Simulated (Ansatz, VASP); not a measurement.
## One calculation of GaN, two programs

```
Ga N
1.0
     0.00000    2.29982    2.29982
     2.27424    0.02559    2.27424
     2.27424    2.27424    0.02559
Ga N
1 1
Direct
  0.00000 0.00000 0.00000
  0.75000 0.75000 0.75000
```

Change from the starting cell: strain +0.0225 x Voigt [0, 0, 0, 1, 0, 0], atoms carried along.

Alike in both runs: task single point; functional PBE; k mesh 10 × 10 × 10; occupations gaussian, width 0.05 eV; no spin polarisation.

|  | VASP | Ansatz |
| --- | --- | --- |
| version | VASP 6.6.1 | Ansatz 0.2.0 |
| potentials or method | VASP PAW PBE potentials, release 64 (Ga_d, N) | scalar-relativistic, plane waves, PAW |
| plane-wave cutoff (eV) | 520 | 420 |
| valence electrons in the cell | 18 | 18 |

Ansatz gave:

- gap on the k mesh at the Fermi level (eV): 1.49
- least direct gap on the mesh (eV): 1.49
- pressure (GPa): 0.1
- largest component of the traceless stress (GPa): 3.96
- rms of the force components (eV/Å): 0.094

**Question.** Estimate VASP's values.

**Answer.** gap on the k mesh at the Fermi level (eV): 1.50; least direct gap on the mesh (eV): 1.50; pressure (GPa): 0.2; largest component of the traceless stress (GPa): 3.95; rms of the force components (eV/Å): 0.092.

Atom by atom the forces differ by 0.002 eV/Å (rms over components). The functional is the same, so the differences come from potentials, cutoffs and numerics.
